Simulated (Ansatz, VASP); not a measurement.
## Ga in VASP and in Ansatz

Contents of INCAR:

```
SYSTEM = Ga
  ALGO = Fast
  EDIFF = 1E-7
  ENCUT = 520
  GGA = PE
  ISIF = 2
  ISMEAR = -1
  LASPH = .TRUE.
  LCHARG = .TRUE.
  LELF = .TRUE.
  LREAL = .FALSE.
  LVHAR = .TRUE.
  LWAVE = .FALSE.
  NBANDS = 20
  NELM = 100
  PREC = Accurate
  SIGMA = 0.05
```

File KPOINTS:

```
k-points
0
G
  10 10 8
  0 0 0
```

File POSCAR:

```
Ga
1.0
    1.4690811355     -4.1184929765      0.0000000000
    1.4690811355      4.1184929765      0.0000000000
    0.0000000000      0.0000000000      3.2117153101
Ga
2
Direct
    0.1330000000      0.8670000000      0.7500000000
    0.8670000000      0.1330000000      0.2500000000
```

input.yaml

```yaml
crystal:
  lattice:
    - [1.4690811355, -4.1184929765, 0.0]
    - [1.4690811355, 4.1184929765, 0.0]
    - [0.0, 0.0, 3.2117153101]
  atoms:
    - { symbol: Ga, position: [0.133, 0.867, 0.75] }
    - { symbol: Ga, position: [0.867, 0.133, 0.25] }
kpoints:
  mp_grid: { grid: [10, 10, 8] }
scf:
  occupations: { method: fermi_dirac, width: 0.05 }
hamiltonian:
  xc: pbe
  pseudopotentials: { kind: all_electron, lapw: { basis_error: 0.0005 } }
output:
  forces: true
  stress: true
  eigenvalues: true
```

Change from the starting cell: volume scaled by 1.04.

Alike in both runs: task single point; functional PBE; k mesh 10 × 10 × 8; occupations fermi-dirac, width 0.05 eV; no spin polarisation.

```csv
,VASP,Ansatz
version,VASP 6.6.1,Ansatz 0.2.0
potentials or method,"VASP PAW PBE potentials, release 64 (Ga_d)","all-electron LAPW, scalar-relativistic"
plane-wave cutoff (eV),520,see its input
```

VASP gave:

```
gap on the k mesh at the Fermi level (eV)       : none
pressure (GPa)                                  : -0.5
largest component of the traceless stress (GPa) : 1.28
rms of the force components (eV/Å)              : 0.115
```

Q: What did Ansatz give for the same quantities?

A: gap on the k mesh at the Fermi level (eV): none; pressure (GPa): -0.5; largest component of the traceless stress (GPa): 1.27; rms of the force components (eV/Å): 0.114.

Atom by atom the forces differ by 0.001 eV/Å (rms over components). A gap of «none» marks a metal or a gap that the smearing closes. Ansatz ran all-electron here, so the differences hold the error of VASP's frozen core and of both bases.
